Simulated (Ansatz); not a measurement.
# Response to strain in CaF2

Consider CaF₂ in the fluorite structure (space group Fm-3m, No. 225; a = 5.420 Å). Axes: x, y, z lie along the cube axes.

Strains are applied to the cell and any free atomic positions relax; under biaxial strain the out-of-plane vector relaxes too.

The values are results of DFT with PBEsol, PAW potentials and a 420 eV plane-wave cutoff in Ansatz (an electronic-structure program), no spin-orbit coupling, not measurements.

Notes on the quantities. energy relative to the base: free energy F; band gap: an upper bound: an edge found on the path is not a true extremum; the base alone; pressure: mean of the normal stresses, compression positive.

| variant | energy relative to the base | band gap | shortest interatomic distance | pressure |
|---|---|---|---|---|
| base | 0 meV/atom | 7.25 eV | 2.347 Å | 0.0 kbar |
| biaxial strain +2.43 %, plane normal [001], relaxed out of plane | +8.8 meV/atom | 6.87 eV | 2.376 Å | -28.1 kbar |
| uniaxial strain ε_xx = −4.61 % | +16 meV/atom | 7.27 eV | 2.312 Å | 45.5 kbar |
| uniaxial strain ε_xx = −2.60 % | +4.9 meV/atom | 7.28 eV | 2.327 Å | 24.2 kbar |

Stability against distortions was not tested. The base started in Pca2_1 and relaxed to Fm-3m at this level.
